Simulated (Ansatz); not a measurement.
**Metal on semiconductor: Si/AlP/CoSi2**

Wanted: barrier heights, local density of states and T(E) for Si/AlP/CoSi2. The semiconductor is Si diamond(111), undoped, with its far face capped by hydrogen, and the metal is CoSi2 fluorite(111), with AlP zinc blende(111) between them (whole bilayers). After relaxation the nearest pair at the metal is Si–Al at 2.50 Å, along the normal. The common net has a side of 3.868 Å, which strains the semiconductor by +0.0 %, the layer between by -0.7 % and the metal by +2.1 %, against typed lattice constants near PBE's. The first steps treat the bulk crystals alone.

Method: PBE DFT, plane waves, PAW files, in the first sound run; inputs show where later runs differ, in Ansatz 0.2.0.

## (1) Starting point

The structure is cubic, space group Fd-3m (No. 227). The conventional cell has a = 5.470 Å, b = 5.470 Å, c = 5.470 Å, α = 90.00°, β = 90.00°, γ = 90.00°. Nearest to Si lie 4 Si at 2.37 Å.

## (2) Layer spacing of the electrode, 6 atoms, electrode Si diamond(111)

The electrode is held to the junction's net and relaxed along the normal; its spacing is used for the ideal lead layers.

The input, input.yaml:

```yaml
crystal:
  lattice:
    - [3.868, 0.0, 0.0]
    - [-1.934, 3.3497862618, 0.0]
    - [0.0, 0.0, 9.474102032]
  atoms:
    - { symbol: Si, position: [0.0, 0.0, 0.0] }
    - { symbol: Si, position: [0.0, 0.0, 0.25] }
    - { symbol: Si, position: [0.3333333333, 0.6666666667, 0.3333333333] }
    - { symbol: Si, position: [0.3333333333, 0.6666666667, 0.5833333333] }
    - { symbol: Si, position: [0.6666666667, 0.3333333333, 0.6666666667] }
    - { symbol: Si, position: [0.6666666667, 0.3333333333, 0.9166666667] }
kpoints:
  mp_grid: { grid: [12, 12, 3] }
scf:
  occupations: { method: fermi_dirac, width: 0.1 }
  max_iter: 150
hamiltonian:
  xc: pbe
relax:
  f_tol: 0.01
  max_steps: 40
  cell: { fix: [a, b, angles] }
```

The run is started by

```console
$ ansatz run input.yaml --threads 8 --pin off --max-ram 24576MiB --backend cpu --events-out ev --progress --plain --runs-dir out
```

Numbers of over 12 decimals in the logs are rounded to 6 here.

What it wrote:

```text
Engine: ansatz 0.2.0, aarch64-unknown-linux-gnu
Pseudopotentials: kind: paw
Pseudopotential: Si, paw, valence charge 4, recommended cutoff 420 eV (normal), Si.paw.azcp
Functional definition: PBE
  parameter kappa = 0.804
  parameter beta = 0.066725
  exchange = pbe_x(kappa = kappa, mu = beta*pi^2/3)
  correlation = pbe_c(beta = beta)
Crystal: 6 atoms, lattice volume = 122.756 Å³
Basis set: ecut = 420 eV, 2431 PW (Γ), exchange–correlation on 54×54×128 points (8 copies of the dense FFT grid, shifted against one another)
Bands: 18, of which v1, the nominal top of the filled ones, is band 12 counted from 1 (11 counted from 0)
Symmetry: 36 space group operations
Space group: R-3m (ITA 166), of the structure as read, at distance tolerance 5.0e-5 Å
k-points: 50 of 432
Non-local potential: Si, projectors of the file, l = 0: 2, l = 1: 2, l = 2: 2
PAW form: soft (Blöchl's): semilocal exchange-correlation on the pseudo side does not see the compensation charge
PAW one-centre angular grid: Si, 110 points (default); XC on 64 Gauss nodes
Initial density: superposition of atomic densities (neutral atoms: chi_scale 0, normalization atom), corrected by the library's trained network
Initial wavefunctions: pseudopotential atomic-orbital guess
Functional: x = pbe(κ = 0.804, μ = 0.219515), c = pbe(β = 0.066725)
SCF iter   1: F=—  HF=-3814.860064 eV  |F-HF|=—  |Δ(HF+E_count)|=         —  Δρ=1.29e-3  dr2=1.36e-3  ethr=1.77e-3  ⟨swp⟩=6.6  Hψ=5602  notcnv=0
preconditioner: auto → Resta (q_TF=auto, 2.079 Å⁻¹)  ε∞=5.4  [insulator: Δε(μ)=0.737 eV  Ē_g=7.830 eV  σ=0.100 eV  W_gap=0.95  n_scr=24 (ndim 8)  ℏωp=16.4 eV  f_vac=0.000  D(μ)=0.04/eV (n_scr^D=0)  ε∞_Penn≈5.4]
SCF iter   2: F=—  HF=-3814.861012 eV  |F-HF|=—  |Δ(HF+E_count)|=   9.48e-4  Δρ=6.96e-4  dr2=4.14e-4  ethr=5.68e-6  ⟨swp⟩=2.3  Hψ=1814  notcnv=0
SCF iter   3: F=—  HF=-3814.861168 eV  |F-HF|=—  |Δ(HF+E_count)|=   1.56e-4  Δρ=8.37e-5  dr2=1.12e-5  ethr=1.73e-6  ⟨swp⟩=2.0  Hψ=1500  notcnv=0
SCF iter   4: F=—  HF=-3814.861179 eV  |F-HF|=—  |Δ(HF+E_count)|=   1.05e-5  Δρ=2.15e-5  dr2=9.43e-7  ethr=4.66e-8  ⟨swp⟩=2.0  Hψ=1500  notcnv=0
iter 5 did not close the SCF: its close was put off for the readings that it lacked (scf_convergence_deferred on its scf_iter line)
SCF iter   5: F=-3814.861179 eV  HF=-3814.861179 eV  |F-HF|=2.62e-8  |Δ(HF+E_count)|=   9.27e-7  Δρ=4.84e-6  dr2=1.59e-8  ethr=3.93e-9  ⟨swp⟩=2.0  Hψ=1496  notcnv=0
SCF iter   6: F=-3814.861179 eV  HF=-3814.861179 eV  |F-HF|=8.64e-11  |Δ(HF+E_count)|=   3.07e-8  Δρ=1.61e-6  dr2=2.12e-9  ethr=6.62e-11  ⟨swp⟩=2.1  Hψ=3021  notcnv=0
SCF 1 converged in 6 iterations: F = -3814.861179 eV  dr2 = 2.12e-9
  greatest PAW one-centre occupation: 0.633 electrons in one spin orbital (limit 2), on the Si atom at site 5 (counted from 0), in its partial waves of l = 0
relax step   1: F+E_penalty+E_count = -3814.86117947 eV  Δ(F+E_penalty+E_count) = +0.000e0 eV  max|allowed force component| = 7.205e-4 eV/Å  Δτ_max = 0.0000 Å  P = +0.003 GPa  Ω = 122.756 Å³  fix = [a, b, alpha, beta, gamma]  reactions: a +0.005, b +0.005 GPa  (6 SCF iters, dr2 threshold 1.00e-7 eV, accepted)
Initial density: handed on by an earlier stage of this run
Initial wavefunctions: pseudopotential atomic-orbital guess (no wavefunctions were taken with the density)
iter 1 solved again at ethr=5.58e-8 eV; its pass at ethr=3.10e-3 eV (dr2=1.34e-5 eV) is discarded
SCF iter   1: F=—  HF=-3814.861178 eV  |F-HF|=—  |Δ(HF+E_count)|=         —  Δρ=1.44e-6  dr2=1.24e-9  ethr=5.58e-8  ⟨swp⟩=3.2  Hψ=8277  notcnv=0
eigensolver tolerance schedule: the retry pair's looser diagonalisation over-reported the residual by 10795.03 of it (diagonalisation noise at 0.24 of the residual, at the tolerance the schedule requests for it); recorded, not acted on — ethr = c·dr2/N_el stays at c = 1.0e-1
preconditioner: auto → Resta (q_TF=auto, 2.079 Å⁻¹)  ε∞=5.4  [insulator: Δε(μ)=0.739 eV  Ē_g=7.831 eV  σ=0.100 eV  W_gap=0.95  n_scr=24 (ndim 8)  ℏωp=16.4 eV  f_vac=0.000  D(μ)=0.04/eV (n_scr^D=0)  ε∞_Penn≈5.4]
SCF iter   2: F=—  HF=-3814.861179 eV  |F-HF|=—  |Δ(HF+E_count)|=   1.73e-6  Δρ=1.12e-6  dr2=1.09e-9  ethr=5.17e-12  ⟨swp⟩=3.2  Hψ=2074  notcnv=0
SCF iter   3: F=—  HF=-3814.861179 eV  |F-HF|=—  |Δ(HF+E_count)|=  1.06e-10  Δρ=4.08e-7  dr2=1.47e-10  ethr=4.54e-12  ⟨swp⟩=2.0  Hψ=1247  notcnv=0
SCF iter   4: F=-3814.861179 eV  HF=-3814.861179 eV  |F-HF|=1.36e-12  |Δ(HF+E_count)|=  3.59e-11  Δρ=1.71e-8  dr2=1.73e-13  ethr=1.00e-12  ⟨swp⟩=4.0  Hψ=2907  notcnv=0
SCF 2 converged in 4 iterations: F = -3814.861179 eV  dr2 = 1.73e-13
relax step   2: F+E_penalty+E_count = -3814.86117947 eV  Δ(F+E_penalty+E_count) = -2.924e-10 eV  max|allowed force component| = 7.204e-4 eV/Å  Δτ_max = 0.0000 Å  P = +0.003 GPa  Ω = 122.756 Å³  fix = [a, b, alpha, beta, gamma]  reactions: a +0.005, b +0.005 GPa  stress off target by 1.20e-3 GPa on what of the cell is left free  SCF on the basis re-selected at this cell (its energy is not comparable with the rows above)  (4 SCF iters)
basis re-selected at this cell: Δ(F+E_penalty+E_count) = -2.924e-10 eV, ΔP = +0.000 GPa vs the last step (what re-selecting the basis moved, of the pressure what is left beyond the Pulay correction that the steps carried, after the strain that the cell walked since its last selection, with what the two solves' SCF thresholds leave and, on support functions, any second-order correction that the steps lacked; it is no  [...]
SCF converged after 4 iterations
Free energy (F): -3814.861179 eV
Harris-Foulkes:  -3814.861179 eV  (|F-HF|=1.36e-12)
Internal energy: -3814.858964 eV  (E = F + TS)
E sigma→0 (E₀):  -3814.860071 eV
Entropy (-TS):   -0.002216 eV (-0.369 meV/atom)
Fermi energy:    6.322458 eV
--- Per-component energies (eV) ---
  E_band       = 24.043848
  E_kinetic    = 240.400167
  E_local      = -168.417913  (includes V_loc(G=0)·N_el)
  E_nonlocal   = 155.251767
  E_hartree    = 45.515315
  E_xc         = -330.364243
  E_vxc        = -279.456073  (∫ρ·V_xc dr)
  E_paw        = -3076.584018  (= ΣΔE_a)
  E_vpaw       = -14.764767  (= ΣTr[D̂ρ^β])
  E_aug_tail   = 0.000038  (compensation charges beyond the density's cutoff)
  E_ewald      = -680.660077
  E_smearing   = -0.002216  (= −TS)
  E_closure    = 0.000000  (closes the sum)
  Σ components = -3814.861179   (vs F -3814.861179, Δ=0.00e0)
--- Forces (eV/Å), atoms counted from 1 ---
  atom   1  Si    -0.00000000     0.00000000    -0.00072036
  atom   2  Si     0.00000000    -0.00000000     0.00072036
  atom   3  Si     0.00000000     0.00000000    -0.00072036
  atom   4  Si     0.00000000    -0.00000000     0.00072036
  atom   5  Si    -0.00000000     0.00000000    -0.00072036
  atom   6  Si    -0.00000000    -0.00000000     0.00072036
  max |Σ_I F_I| component: 3.70e-17 eV/Å
--- Stress (GPa, compression-positive) ---
        0.004993      -0.000000       0.000000
        0.000000       0.004993       0.000000
        0.000000      -0.000000      -0.001198
  P = ⅓ Tr σ = 0.0029 GPa (0.029 kbar)
--- Relaxed structure (1 steps of the walk, 1 accepted, 1 SCFs on fresh bases) ---
  F+E_penalty+E_count = -3814.86117947 eV   max|allowed force component| = 7.204e-4 eV/Å   (the final SCF, on the basis selected at the relaxed cell)
  cell:  # Å, volume = 122.7557 Å³
    - [3.868000, 0.0, 0.0]
    - [-1.934000, 3.349786, 0.0]
    - [0.0, 0.0, 9.474102032]
  atoms:
    - { symbol: Si, position: [0.0, 0.0, 0.0] }
    - { symbol: Si, position: [0.0, 0.0, 0.250000] }
    - { symbol: Si, position: [0.333333, 0.666667, 0.333333] }
    - { symbol: Si, position: [0.333333, 0.666667, 0.583333] }
    - { symbol: Si, position: [0.666667, 0.333333, 0.666667] }
    - { symbol: Si, position: [0.666667, 0.333333, 0.916667] }
```

The job ended after 1.5 s (8 threads of Arm Neoverse V2, shared host; peak memory 0.51 GiB).

Little changed from the start: no atom moved by 0.005 Å and no cell edge by 0.1 %.

This step gave:

```
free energy  : -3814.8612 eV
Fermi energy : 6.322 eV
pressure     : 0.002930 GPa
```

## (3) Layer spacing of the electrode, 9 atoms, electrode CoSi2 fluorite(111)

System of this step: CoSi2. Symmetry: R-3m, No. 166, trigonal system. Conventional cell: a = 3.868 Å, b = 3.868 Å, c = 9.150 Å, α = 90.00°, β = 90.00°, γ = 120.00°. Nearest to Si lie 4 Co at 2.29 to 2.36 Å. Nearest to Co lie 8 Si at 2.29 to 2.36 Å. Farther neighbours are not listed.

The electrode is held to the junction's net and relaxed along the normal; its spacing is used for the ideal lead layers.

input.yaml, the sections that differ from step 2:

```yaml
crystal:
  lattice:
    - [3.868, 0.0, 0.0]
    - [-1.934, 3.3497862618, 0.0]
    - [0.0, 0.0, 9.150208531]
  atoms:
    - { symbol: Si, position: [0.0, 0.0, 0.0] }
    - { symbol: Co, position: [0.3333333333, 0.6666666667, 0.0833333333] }
    - { symbol: Si, position: [0.6666666667, 0.3333333333, 0.1666666667] }
    - { symbol: Si, position: [0.3333333333, 0.6666666667, 0.3333333333] }
    - { symbol: Co, position: [0.6666666667, 0.3333333333, 0.4166666667] }
    - { symbol: Si, position: [0.0, 0.0, 0.5] }
    - { symbol: Si, position: [0.6666666667, 0.3333333333, 0.6666666667] }
    - { symbol: Co, position: [0.0, 0.0, 0.75] }
    - { symbol: Si, position: [0.3333333333, 0.6666666667, 0.8333333333] }
# kpoints, scf, hamiltonian, relax: as in step 2
```

What it wrote:

```text
[...]
Crystal: 9 atoms, lattice volume = 118.559 Å³
Basis set: ecut = 420 eV, 2311 PW (Γ), exchange–correlation on 54×54×128 points (8 copies of the dense FFT grid, shifted against one another)
Bands: 47, of which v1, the nominal top of the filled ones, is band 38 counted from 1 (37 counted from 0)
Symmetry: 36 space group operations
[...]
k-points: 50 of 432
[...]
SCF iter   1: F=—  HF=-19197.470447 eV  |F-HF|=—  |Δ(HF+E_count)|=         —  Δρ=3.87e-3  dr2=1.89e-2  ethr=1.77e-3  ⟨swp⟩=7.5  Hψ=9926  notcnv=0  defer=10
[...]
SCF iter   8: F=-19197.470920 eV  HF=-19197.470920 eV  |F-HF|=8.91e-9  |Δ(HF+E_count)|=   1.78e-7  Δρ=5.11e-6  dr2=1.72e-8  ethr=1.33e-10  ⟨swp⟩=4.5  Hψ=7793  notcnv=0
SCF 1 converged in 8 iterations: F = -19197.470920 eV  dr2 = 1.72e-8
[...]
relax step   1: F+E_penalty+E_count = -19197.47092034 eV  Δ(F+E_penalty+E_count) = +0.000e0 eV  max|allowed force component| = 3.443e-1 eV/Å  Δτ_max = 0.0000 Å  P = -4.131 GPa  Ω = 118.559 Å³  fix = [a, b, alpha, beta, gamma]  reactions: a -7.587, b -7.587 GPa  (8 SCF iters, dr2 threshold 1.00e-7 eV, accepted)
Crystal: 9 atoms, lattice volume = 118.623 Å³
[...]
SCF iter   6: F=-19197.490106 eV  HF=-19197.490106 eV  |F-HF|=1.02e-9  |Δ(HF+E_count)|=   1.88e-9  Δρ=1.77e-6  dr2=4.23e-9  ethr=4.30e-11  ⟨swp⟩=1.5  Hψ=7015  notcnv=0
SCF 2 converged in 6 iterations: F = -19197.490106 eV  dr2 = 4.23e-9
relax step   2: F+E_penalty+E_count = -19197.49010634 eV  Δ(F+E_penalty+E_count) = -1.919e-2 eV  max|allowed force component| = 2.098e-1 eV/Å  Δτ_max = 0.0110 Å  P = -4.322 GPa  Ω = 118.623 Å³  energy of the carried Pulay correction = -2.713e-5 eV  fix = [a, b, alpha, beta, gamma]  reactions: a -7.272, b -7.272 GPa  (6 SCF iters, dr2 threshold 9.00e-7 eV, accepted)
Crystal: 9 atoms, lattice volume = 118.564 Å³
[...]
SCF iter   6: F=-19197.501669 eV  HF=-19197.501669 eV  |F-HF|=5.31e-10  |Δ(HF+E_count)|=   3.43e-9  Δρ=2.41e-6  dr2=6.82e-9  ethr=6.41e-11  ⟨swp⟩=1.9  Hψ=7000  notcnv=0
SCF 3 converged in 6 iterations: F = -19197.501669 eV  dr2 = 6.82e-9
relax step   3: F+E_penalty+E_count = -19197.50166873 eV  Δ(F+E_penalty+E_count) = -1.156e-2 eV  max|allowed force component| = 4.017e-3 eV/Å  Δτ_max = 0.0186 Å  P = -4.326 GPa  Ω = 118.564 Å³  energy of the carried Pulay correction = -2.147e-6 eV  fix = [a, b, alpha, beta, gamma]  reactions: a -6.617, b -6.617 GPa  (6 SCF iters, dr2 threshold 9.00e-7 eV, accepted)
[...]
relax step   4: F+E_penalty+E_count = -19197.50170314 eV  Δ(F+E_penalty+E_count) = -3.441e-5 eV  max|allowed force component| = 3.722e-4 eV/Å  Δτ_max = 0.0002 Å  P = -4.420 GPa  Ω = 118.633 Å³  energy of the carried Pulay correction = -3.124e-5 eV  fix = [a, b, alpha, beta, gamma]  reactions: a -6.654, b -6.654 GPa  (6 SCF iters, dr2 threshold 1.66e-7 eV, accepted)
[...]
relax step   5: F+E_penalty+E_count = -19197.50173778 eV  Δ(F+E_penalty+E_count) = -3.464e-5 eV  max|allowed force component| = 3.708e-4 eV/Å  Δτ_max = 0.0000 Å  P = -4.420 GPa  Ω = 118.633 Å³  fix = [a, b, alpha, beta, gamma]  reactions: a -6.655, b -6.655 GPa  stress off target by 5.12e-2 GPa on what of the cell is left free  SCF on the basis re-selected at this cell (its energy is not comparable with the rows above)  (8 SCF iters)
[...]
relax step   6: F+E_penalty+E_count = -19197.50173221 eV  Δ(F+E_penalty+E_count) = +5.576e-6 eV  max|allowed force component| = 1.300e-4 eV/Å  Δτ_max = 0.0001 Å  P = -4.446 GPa  Ω = 118.652 Å³  energy of the carried Pulay correction = -8.368e-6 eV  fix = [a, b, alpha, beta, gamma]  reactions: a -6.668, b -6.668 GPa  (6 SCF iters, dr2 threshold 6.55e-9 eV, accepted)
[...]
SCF iter   8: F=-19197.501742 eV  HF=-19197.501742 eV  |F-HF|=3.64e-12  |Δ(HF+E_count)|=  3.64e-12  Δρ=5.63e-9  dr2=1.54e-14  ethr=1.00e-12  ⟨swp⟩=1.0  Hψ=4900  notcnv=0
SCF 7 converged in 8 iterations: F = -19197.501742 eV  dr2 = 1.54e-14
relax step   7: F+E_penalty+E_count = -19197.50174206 eV  Δ(F+E_penalty+E_count) = -9.850e-6 eV  max|allowed force component| = 1.304e-4 eV/Å  Δτ_max = 0.0000 Å  P = -4.446 GPa  Ω = 118.652 Å³  fix = [a, b, alpha, beta, gamma]  reactions: a -6.668, b -6.668 GPa  stress off target by 2.48e-3 GPa on what of the cell is left free  SCF on the basis re-selected at this cell (its energy is not comparable with the rows above)  (8 SCF iters)
[...]
SCF converged after 8 iterations
Free energy (F): -19197.501742 eV
[...]
Internal energy: -19197.399586 eV  (E = F + TS)
E sigma→0 (E₀):  -19197.450664 eV
Entropy (-TS):   -0.102156 eV (-11.351 meV/atom)
Fermi energy:    12.410758 eV
[...]
--- Forces (eV/Å), atoms counted from 1 ---
  atom   1  Si     0.00000000    -0.00000000     0.00013041
  atom   2  Co     0.00000000    -0.00000000     0.00000000
  atom   3  Si    -0.00000000     0.00000000    -0.00013041
  atom   4  Si    -0.00000000    -0.00000000     0.00013041
  atom   5  Co    -0.00000000     0.00000000    -0.00000000
  atom   6  Si    -0.00000000     0.00000000    -0.00013041
  atom   7  Si     0.00000000    -0.00000000     0.00013041
  atom   8  Co     0.00000000    -0.00000000     0.00000000
  atom   9  Si     0.00000000     0.00000000    -0.00013041
  max |Σ_I F_I| component: 1.23e-17 eV/Å
--- Stress (GPa, compression-positive) ---
       -6.668029       0.000000       0.000000
        0.000000      -6.668029      -0.000000
       -0.000000      -0.000000      -0.002481
  P = ⅓ Tr σ = -4.4462 GPa (-44.462 kbar)
--- Relaxed structure (5 steps of the walk, 5 accepted, 2 SCFs on fresh bases) ---
[...]
cell:  # Å, volume = 118.6521 Å³
    - [3.868000, 0, 0]
    - [-1.934000, 3.349786, 0]
    - [0, 0, 9.157397]
  atoms:
    - { symbol: Si, position: [5.61565179779425e-19, 0, 0.00320728] }
    - { symbol: Co, position: [0.333333, 0.666667, 0.083333] }
    - { symbol: Si, position: [0.666667, 0.333333, 0.163459] }
    - { symbol: Si, position: [0.333333, 0.666667, 0.336541] }
    - { symbol: Co, position: [0.666667, 0.333333, 0.416667] }
    - { symbol: Si, position: [-5.615651797794254e-19, 0, 0.496793] }
    - { symbol: Si, position: [0.666667, 0.333333, 0.669874] }
    - { symbol: Co, position: [0, 0, 0.750000] }
    - { symbol: Si, position: [0.333333, 0.666667, 0.830126] }
```

The job ended after 13 s (8 threads; peak memory 0.72 GiB).

This run has no spin polarisation, although Co can carry a moment.

Step by step:

| step | energy less that of the first step (eV) | largest force component (eV/Å) | pressure (GPa) | volume (Å³) |
| --- | --- | --- | --- | --- |
| 1 | 0.0000 | 0.3443 | -4.13 | 118.56 |
| 2 | -0.0192 | 0.2098 | -4.32 | 118.62 |
| 3 | -0.0307 | 0.0040 | -4.33 | 118.56 |
| 4 | -0.0308 | 0.0004 | -4.42 | 118.63 |
| 5* | -0.0308 | 0.0004 | -4.42 | 118.63 |
| 6 | -0.0308 | 0.0001 | -4.45 | 118.65 |
| 7* | -0.0308 | 0.0001 | -4.45 | 118.65 |

Relaxation steps marked * repeat the geometry before them on a plane-wave basis chosen anew for their cell, so energy and pressure can jump there.

Forces are held to the 36 operations that the run works with; a distortion that breaks them can't arise in this run.

| conventional cell, symmetrised | before | after | change |
| --- | --- | --- | --- |
| a (Å) | 3.868 | 3.868 | -0.0 % |
| b (Å) | 3.868 | 3.868 | -0.0 % |
| c (Å) | 9.150 | 9.157 | +0.1 % |
| volume (Å³/atom) | 13.17 | 13.18 | +0.1 % |

The atoms that moved most (Å, as changes of fractional coordinates times the final cell):

| atom | dx | dy | dz | length |
| --- | --- | --- | --- | --- |
| Si6 | 0.000 | 0.000 | -0.029 | 0.029 |
| Si9 | 0.000 | 0.000 | -0.029 | 0.029 |
| Si3 | 0.000 | 0.000 | -0.029 | 0.029 |
| Si7 | 0.000 | 0.000 | 0.029 | 0.029 |
| Si1 | 0.000 | 0.000 | 0.029 | 0.029 |
| Si4 | 0.000 | 0.000 | 0.029 | 0.029 |

Final coordinates:

```cif
data_structure
_symmetry_space_group_name_H-M 'P 1'
_symmetry_Int_Tables_number 1
_cell_length_a 3.8680
_cell_length_b 3.8680
_cell_length_c 9.1574
_cell_angle_alpha 90.000
_cell_angle_beta 90.000
_cell_angle_gamma 120.000
_cell_volume 118.65
loop_
_atom_site_label
_atom_site_type_symbol
_atom_site_fract_x
_atom_site_fract_y
_atom_site_fract_z
_atom_site_occupancy
Si1 Si 0.00000 0.00000 0.00321 1
Co2 Co 0.33333 0.66667 0.08333 1
Si3 Si 0.66667 0.33333 0.16346 1
Si4 Si 0.33333 0.66667 0.33654 1
Co5 Co 0.66667 0.33333 0.41667 1
Si6 Si 0.00000 0.00000 0.49679 1
Si7 Si 0.66667 0.33333 0.66987 1
Co8 Co 0.00000 0.00000 0.75000 1
Si9 Si 0.33333 0.66667 0.83013 1
```

This step gave:

```yaml
free_energy: -19197.5017 eV
fermi_energy: 12.41 eV
pressure: -4.446 GPa
```

The relaxation ends with a largest force component of 1.3e-4 eV/Å.

(Continued in part 2 of 5.)

[Logs are printed without paths, hosts, clocks, repeated set-up lines and the standing remarks that a program may print on its own settings, such as how far it seeks lower states.]

[Hosts, paths, dates, database ids (printed as entryN), source tags and the programs' standing remarks are cut or masked in the printed files.]
